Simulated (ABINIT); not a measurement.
# Al (P6_3/mmc) in ABINIT: further runs

The runs below take Al through relaxation of cell and atoms, single point, with PBEsol.

Everything below comes from runs of ABINIT 10.8.3 (patched build). Logs are shortened: lines on timing, memory, paths and dates and some standing lists are left out, and cuts for length are marked. The log counts tension as positive stress, the text compression.

## (1) The structure

The structure is hexagonal, space group P6_3/mmc (No. 194). The conventional cell has a = 2.812 Å, b = 2.812 Å, c = 4.867 Å, α = 90.00°, β = 90.00°, γ = 120.00°. Around Al (site symmetry -6m2) lie 12 Al at 2.81 to 2.93 Å.

This isn't the form of Al at room conditions, which is fcc.

## (2) Relaxation of cell and atoms, PBEsol

run.abi reads:

```
pp_dirpath "./"
pseudos "Al.upf"

acell 5.3147703521 5.314770352 9.1970135896
rprim
     1.0000000000     0.0000000000     0.0000000000
    -0.5000000000     0.8660254038     0.0000000000
     0.0000000000     0.0000000000     1.0000000000
ntypat 1
znucl 13
natom 2
typat 1 1
chkprim 0
chksymtnons 0
tolsym 1.0e-6
xred
            1/3            2/3            1/4
            2/3            1/3            3/4

ecut 20.0
ecutsm 0.5

kptopt 1
ngkpt 8 8 4
nshiftk 1
shiftk 0.0 0.0 0.0

ixc -116133

nband 7
occopt 3
tsmear 0.05 eV

nstep 80
tolvrs 1.0e-12

iomode 3
prteig 0
prtebands 0
prtwf 0
prtden 0

ionmov 2
optcell 2
ntime 50
tolmxf 2.0e-5
dilatmx 1.08
```

Potentials or basis: PseudoDojo NC SR PBEsol v0.4 stringent.

Started as:

```console
abinit run.abi > log 2>&1
```

run.abo:

```text
.Version 10.8.3 of ABINIT
 Symmetries : space group P6_3/m m c (#194); Bravais hP (primitive hexag.)
================================================================================
 Values of the parameters that define the memory need of the present run
     intxc =       0    ionmov =       2      iscf =       7    lmnmax =       6
     lnmax =       6     mgfft =      40  mpssoang =       3    mqgrid =    3001
     natom =       2  nloc_mem =       1    nspden =       1   nspinor =       1
    nsppol =       1      nsym =      24    n1xccc =    2501    ntypat =       1
    occopt =       3   xclevel =       2
       mpw =        1220          nfft =       23040          nkpt =          30
================================================================================
================================================================================

--------------------------------------------------------------------------------
------------- Echo of variables that govern the present computation ------------
--------------------------------------------------------------------------------
 -outvars: echo values of preprocessed input variables --------
            acell      5.3147703521E+00  5.3147703520E+00  9.1970135896E+00 Bohr
              amu      2.69815390E+01
          chkprim           0
      chksymtnons           0
          dilatmx      1.08000000E+00
             ecut      2.00000000E+01 Hartree
           ecutsm      5.00000000E-01 Hartree
           ionmov           2
              ixc     -116133
         kptrlatt        8    0    0      0    8    0      0    0    4
          kptrlen      3.67880544E+01
            natom           2
            nband           7
            ngfft          24      24      40
             nkpt          30
            nstep          80
             nsym          24
            ntime          50
           ntypat           1
           occopt           3
          optcell           2
           prtden           0
        prtebands           0
           prteig           0
            prtwf           0
            rprim      1.0000000000E+00  0.0000000000E+00  0.0000000000E+00
                      -5.0000000000E-01  8.6602540380E-01  0.0000000000E+00
                       0.0000000000E+00  0.0000000000E+00  1.0000000000E+00
          spgroup         194
           tolmxf      2.00000000E-05
           tolsym      1.00000000E-06
           tolvrs      1.00000000E-12
           tsmear      1.83746611E-03 Hartree
            typat      1  1
           xangst      1.7639267559E-11  1.6237718532E+00  1.2167124992E+00
                       1.4062276748E+00  8.1188592659E-01  3.6501374975E+00
            xcart      3.3333384748E-11  3.0684840935E+00  2.2992533974E+00
                       2.6573851761E+00  1.5342420467E+00  6.8977601922E+00
             xred      3.3333333333E-01  6.6666666667E-01  2.5000000000E-01
                       6.6666666667E-01  3.3333333333E-01  7.5000000000E-01
            znucl       13.00000

================================================================================

 chkinp: Checking input parameters for consistency.

================================================================================
== DATASET  1 ==================================================================

--- !DatasetInfo
iteration_state: {dtset: 1, }
dimensions: {natom: 2, nkpt: 30, mband: 7, nsppol: 1, nspinor: 1, nspden: 1, mpw: 1220, }
cutoff_energies: {ecut:  20.0, pawecutdg:  -1.0, }
electrons: {nelect:   6.00000000E+00, charge:   0.00000000E+00, occopt:   3.00000000E+00, tsmear:   1.83746611E-03, }
meta: {optdriver: 0, ionmov: 2, optcell: 2, iscf: 7, paral_kgb: 0, }
...

 Real(R)+Recip(G) space primitive vectors, cartesian coordinates (Bohr,Bohr^-1):
 R(1)=  5.3147704  0.0000000  0.0000000  G(1)=  0.1881549  0.1086313  0.0000000
 R(2)= -2.6573852  4.6027261  0.0000000  G(2)=  0.0000000  0.2172625  0.0000000
 R(3)=  0.0000000  0.0000000  9.1970136  G(3)=  0.0000000  0.0000000  0.1087309
 Unit cell volume ucvol=  2.2498132E+02 bohr^3
 Angles (23,13,12)=  9.00000000E+01  9.00000000E+01  1.20000000E+02 degrees

 getcut: wavevector=  0.0000  0.0000  0.0000  ngfft=  24  24  40
         ecut(hartree)=     23.328   => boxcut(ratio)=   2.00037

--- Pseudopotential description ------------------------------------------------
- pspini: atom type   1  psp file is ./Al.upf
  13.00000   3.00000  180301                  znucl, zion, pspdat
12 -116133 2 -1 1876                          pspcod,pspxc,lmax,lloc,mmax
     nproj     2     2     2

   8.22111415E+00                                ecore*ucvol(ha*bohr**3)
--------------------------------------------------------------------------------

================================================================================

=== [ionmov= 2] Broyden-Fletcher-Goldfarb-Shanno method (forces)
================================================================================

--- Iteration: ( 1/50) Internal Cycle: (1/1)
--------------------------------------------------------------------------------

---SELF-CONSISTENT-FIELD CONVERGENCE--------------------------------------------

--- !BeginCycle
iteration_state: {dtset: 1, itime: 1, icycle: 1, }
solver: {iscf: 7, nstep: 80, nline: 4, wfoptalg: 0, }
tolerances: {tolvrs: 1.00E-12, }
...
[... 252 lines left out ...]
 Scale of Primitive Cell (acell) [bohr]
  4.92139935144764E+00  4.92139935142137E+00  9.49331684627324E+00
 Real space primitive translations (rprimd) [bohr]
  4.92139935144764E+00  0.00000000000000E+00  0.00000000000000E+00
 -2.46069967567752E+00  4.26205686051831E+00  0.00000000000000E+00
  0.00000000000000E+00  0.00000000000000E+00  9.49331684627324E+00
 Unitary Cell Volume (ucvol) [Bohr^3]=  1.99125015710724E+02
 Angles (23,13,12)= [degrees]
  9.00000000000000E+01  9.00000000000000E+01  1.19999999999554E+02
 Lengths [Bohr]
  4.92139935144764E+00  4.92139935142137E+00  9.49331684627324E+00
 Stress tensor in cartesian coordinates (strten) [Ha/bohr^3]
 -6.18384459104338E-04  4.46540477775571E-15  0.00000000000000E+00
  4.46540477775571E-15 -6.18384459105034E-04  0.00000000000000E+00
  0.00000000000000E+00  0.00000000000000E+00 -1.30984013914325E-04
 Total energy (etotal) [Ha]= -4.62813091943856E+00

 Difference of energy with previous step (new-old):
           Absolute (Ha)= 6.48134E-03
           Relative     = 1.39944E-03

--- Iteration: ( 4/50) Internal Cycle: (1/1)
--------------------------------------------------------------------------------

---SELF-CONSISTENT-FIELD CONVERGENCE--------------------------------------------

--- !BeginCycle
iteration_state: {dtset: 1, itime: 4, icycle: 1, }
solver: {iscf: 7, nstep: 80, nline: 4, wfoptalg: 0, }
tolerances: {tolvrs: 1.00E-12, }
...
[... 443 lines left out ...]
  5.22692450374216E+00  0.00000000000000E+00  0.00000000000000E+00
 -2.61346225182191E+00  4.52664940390025E+00  0.00000000000000E+00
  0.00000000000000E+00  0.00000000000000E+00  9.31292665940032E+00
 Unitary Cell Volume (ucvol) [Bohr^3]=  2.20348079247616E+02
 Angles (23,13,12)= [degrees]
  9.00000000000000E+01  9.00000000000000E+01  1.19999999999554E+02
 Lengths [Bohr]
  5.22692450374216E+00  5.22692450371425E+00  9.31292665940032E+00
 Stress tensor in cartesian coordinates (strten) [Ha/bohr^3]
 -8.97706829998315E-08 -1.83832821384296E-15  0.00000000000000E+00
 -1.83832821384296E-15 -8.97706827132226E-08  0.00000000000000E+00
  0.00000000000000E+00  0.00000000000000E+00  6.35627870607580E-08
 Total energy (etotal) [Ha]= -4.63507861322167E+00

 Difference of energy with previous step (new-old):
           Absolute (Ha)=-2.24437E-08
           Relative     =-4.84215E-09

 At Broyd/MD step   8, gradients are converged :
  max grad (force/stress) = 8.9771E-06 < tolmxf= 2.0000E-05 ha/bohr (free atoms)

================================================================================

 ----iterations are completed or convergence reached----

 Mean square residual over all n,k,spin=   19.856E-08; max=  39.629E-06
 reduced coordinates (array xred) for    2 atoms
       0.333333333333      0.666666666667      0.250000000000
       0.666666666667      0.333333333333      0.750000000000
 rms dE/dt=  1.5363E-29; max dE/dt=  8.4145E-30; dE/dt below (all hartree)
    1       0.000000000000      0.000000000000      0.000000000000
    2      -0.000000000000     -0.000000000000      0.000000000000

 cartesian coordinates (angstrom) at end:
    1      0.00000000001735     1.59693313644440     1.23204713790558
    2      1.38298466431585     0.79846656822220     3.69614141371673

 cartesian forces (hartree/bohr) at end:
    1     -0.00000000000000    -0.00000000000000    -0.00000000000000
    2      0.00000000000000     0.00000000000000    -0.00000000000000
 frms,max,avg= 3.7177681E-30 5.5766521E-30   0.000E+00  0.000E+00  0.000E+00 h/b

 cartesian forces (eV/Angstrom) at end:
    1     -0.00000000000000    -0.00000000000000    -0.00000000000000
    2      0.00000000000000     0.00000000000000    -0.00000000000000
 frms,max,avg= 1.9117532E-28 2.8676298E-28   0.000E+00  0.000E+00  0.000E+00 e/A
 length scales=  5.226924503742  5.226924503714  9.312926659400 bohr
              =  2.765969328614  2.765969328600  4.928188551622 angstroms
 Fermi (or HOMO) energy (hartree) =   0.28712   Average Vxc (hartree)=  -0.36600
 Eigenvalues (hartree) for nkpt=  30  k points:
 kpt#   1, nband=  7, wtk=  0.00391, kpt=  0.0000  0.0000  0.0000 (reduced coord)
  -0.12503    0.08727    0.10115    0.67949    0.71490    0.73062    0.73259
      occupation numbers for kpt#   1
   2.00000    2.00000    2.00000    0.00000    0.00000    0.00000    0.00000
 prteigrs : prtvol=0 or 1, do not print more k-points.

--- !EnergyTerms
iteration_state     : {dtset: 1, itime: 8, icycle: 1, }
comment             : Components of total free energy in Hartree
kinetic             :  1.72774789163130E+00
hartree             :  8.79686287247320E-03
xc                  : -2.17158931167664E+00
Ewald energy        : -5.41597774299261E+00
psp_core            :  3.73096701480086E-02
local_psp           :  3.47724795873899E-01
non_local_psp       :  8.31248269660388E-01
internal            : -4.63473956448317E+00
'-kT*entropy'       : -3.39048738501070E-04
total_energy        : -4.63507861322167E+00
total_energy_eV     : -1.26126914424861E+02
band_energy         :  7.41111820103383E-01
...

 Cartesian components of stress tensor (hartree/bohr^3)
  sigma(1 1)= -8.97706830E-08  sigma(3 2)=  0.00000000E+00
  sigma(2 2)= -8.97706827E-08  sigma(3 1)=  0.00000000E+00
  sigma(3 3)=  6.35627871E-08  sigma(2 1)= -1.83832821E-15

-Cartesian components of stress tensor (GPa)         [Pressure=  1.1374E-03 GPa]
- sigma(1 1)= -2.64114468E-03  sigma(3 2)=  0.00000000E+00
- sigma(2 2)= -2.64114467E-03  sigma(3 1)=  0.00000000E+00
- sigma(3 3)=  1.87008176E-03  sigma(2 1)= -5.40854833E-11

== END DATASET(S) ==============================================================
================================================================================

 -outvars: echo values of variables after computation  --------
            acell      5.2269245037E+00  5.2269245037E+00  9.3129266594E+00 Bohr
           etotal     -4.6350786132E+00
            fcart     -3.2196815991E-30 -5.5766521138E-30 -0.0000000000E+00
                       3.2196815991E-30  5.5766521138E-30 -0.0000000000E+00
            rprim      1.0000000000E+00  0.0000000000E+00  0.0000000000E+00
                      -4.9999999999E-01  8.6602540379E-01  0.0000000000E+00
                       0.0000000000E+00  0.0000000000E+00  1.0000000000E+00
           strten     -8.9770683000E-08 -8.9770682713E-08  6.3562787061E-08
                       0.0000000000E+00  0.0000000000E+00 -1.8383282138E-15
           xangst      1.7347667661E-11  1.5969331364E+00  1.2320471379E+00
                       1.3829846643E+00  7.9846656822E-01  3.6961414137E+00
             xred      3.3333333333E-01  6.6666666667E-01  2.5000000000E-01
                       6.6666666667E-01  3.3333333333E-01  7.5000000000E-01
 Calculation completed.
```

It took 25 s on 1 thread of Arm Neoverse V2, shared host; peak memory 0.06 GiB.

Results:

```
Free energy                            : -126.1269 eV
Relaxed volume                         : 16.33 Å³/atom
Relaxed cell                           : a = 2.766 Å, b = 2.766 Å, c = 4.928 Å, α = 90.00°, β = 90.00°, γ = 120.00°
Space group after relaxing (to 0.05 Å) : P6_3/mmc (No. 194)
Energy gained by relaxing              : 8.8 meV/atom
Ionic steps                            : 8
Pressure after relaxing                : 0.0 GPa
Band gap on the k mesh                 : none (metal or under the smearing width)
```

The path:
| step | energy change (eV) | largest force (eV/Å) | pressure (GPa) | volume (Å³) |
| --- | --- | --- | --- | --- |
| 1 | 0.0000 | 0.0000 | -1.97 | 33.34 |
| 2 | -0.0049 | 0.0000 | -1.47 | 33.14 |
| 3 | 0.1715 | 0.0000 | 13.41 | 29.51 |
| 4 | -0.0170 | 0.0000 | 0.28 | 32.52 |
| 5 | -0.0173 | 0.0000 | 0.44 | 32.47 |
| 6 | -0.0174 | 0.0000 | 0.36 | 32.51 |
| 7 | -0.0175 | 0.0000 | 0.02 | 32.65 |
| 8 | -0.0175 | 0.0000 | 0.00 | 32.65 |

Final structure:
```xyz
2
Lattice="2.7660 0.0000 0.0000 -1.3830 2.3954 0.0000 0.0000 0.0000 4.9282" Properties=species:S:1:pos:R:3 pbc="T T T"
Al    0.0000    1.5969    1.2320
Al    1.3830    0.7985    3.6961
```

## (3) Single point, PBEsol (cell relaxed)

run.abi reads:

```
pp_dirpath "./"
pseudos "Al.upf"

acell 2.76596933 2.7659693361 4.92818855 Angstrom
rprim
     1.0000000000     0.0000000000     0.0000000000
    -0.5000000007     0.8660254034     0.0000000000
     0.0000000000     0.0000000000     1.0000000000
ntypat 1
znucl 13
natom 2
typat 1 1
xred
     0.3333333300     0.6666666700     0.2500000000
     0.6666666700     0.3333333300     0.7500000000
chkprim 0
chksymtnons 0
tolsym 1.0e-6

ecut 544.227725 eV

kptopt 1
ngkpt 8 8 4
nshiftk 1
shiftk 0.0 0.0 0.0

ixc -116133

nband 7
occopt 3
tsmear 0.05 eV

nstep 100
tolvrs 1.0e-10

iomode 3
prtwf 0
prteig 0
prtebands 0
enunit 1
prtden 1
prtvha 1
prtvclmb 1
prtpot 1
prtelf 1
```

Potentials or basis: PseudoDojo NC SR PBEsol v0.4 stringent.

Started as:

```console
abinit run.abi > log 2>&1
```

It took 3.7 s on 1 thread of Arm Neoverse V2, shared host; peak memory 0.07 GiB.

Results (log left out):

```
Free energy                                           : -126.1270 eV
Pressure                                              : 0.0 GPa
Band gap on the k mesh                                : none (metal or under the smearing width)
Valence electrons inside the program's atomic spheres : Al 0.90 (radii [1.0584] Å)
```

Levels at points of the mesh, in eV from the Fermi level:
```csv
k point,band 1,band 2,band 3,band 4,band 5,band 6
"(0.00, 0.00, 0.00)",-11.22,-5.44,-5.06,10.68,11.64,12.08
"(0.50, 0.00, 0.00)",-4.95,-4.93,0.40,0.62,1.20,1.40
"(0.00, 0.00, 0.50)",-9.70,-9.70,1.91,1.91,12.93,12.93
"(0.50, 0.00, 0.50)",-3.84,-3.84,-3.03,-3.03,7.32,7.33
```
